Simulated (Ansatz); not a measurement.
**BaTe under changes of volume**

One of the cells (39.652 Å³/atom); the others are scaled copies at fixed shape and fractional positions:

```xyz
2
Lattice="0.0000 3.4100 3.4100 3.4100 0.0000 3.4100 3.4100 3.4100 0.0000" Properties=species:S:1:pos:R:3 pbc="T T T"
Ba    0.0000    0.0000    0.0000
Te    3.4100    3.4100    3.4100
```

| Property | Result |
| --- | --- |
| Program | Ansatz 0.2.0 |
| Functional | HSE06 |
| Potentials or basis | Ansatz PAW |
| Cutoff | 420 eV (not typed: the program's choice for these potentials) |
| k mesh | 4 × 4 × 4 |
| Occupations | fermi-dirac, width 0.05 eV |
| Spin | no spin polarisation |

| volume (Å³/atom) | energy over the lowest point (meV/atom) | pressure (GPa) | gap on the mesh (eV) |
| --- | --- | --- | --- |
| 37.273 | 113.58 | 6.9 | 1.93 |
| 38.066 | 82.48 | 5.7 | 1.99 |
| 38.859 | 56.90 | 4.6 | 2.05 |
| 39.652 | 36.30 | 3.7 | 2.10 |
| 40.445 | ? | ? | ? |
| 41.238 | 8.26 | 2.0 | 2.20 |
| 42.031 | 0.00 | 1.3 | 2.25 |

Task: What does the run at 40.445 Å³/atom give?

Result: Energy over the lowest point 20.23 meV/atom; pressure 2.8 GPa; gap on the mesh 2.15 eV.

Worked out: A Birch-Murnaghan fit of order 3 (a polynomial in V^(-2/3)) to the other rows has no minimum within the range. It gives 20.23 meV/atom at 40.445 Å³/atom, against the run's 20.23, and -dE/dV = 2.8 GPa, against 2.8. A straight line through the other rows of the gap, of slope 2.64 eV per unit of ln V, gives 2.15 eV, against the run's 2.15.

Energies are extrapolated to zero smearing.

Caveats: spin-orbit coupling is left out, which moves the levels of the heavy elements; the PAW data sets come from PBE, with cores solved anew for the run's functional, which leaves a small shift of forces and pressure; the thresholds are loose for stress.

A mesh can miss the band edges.
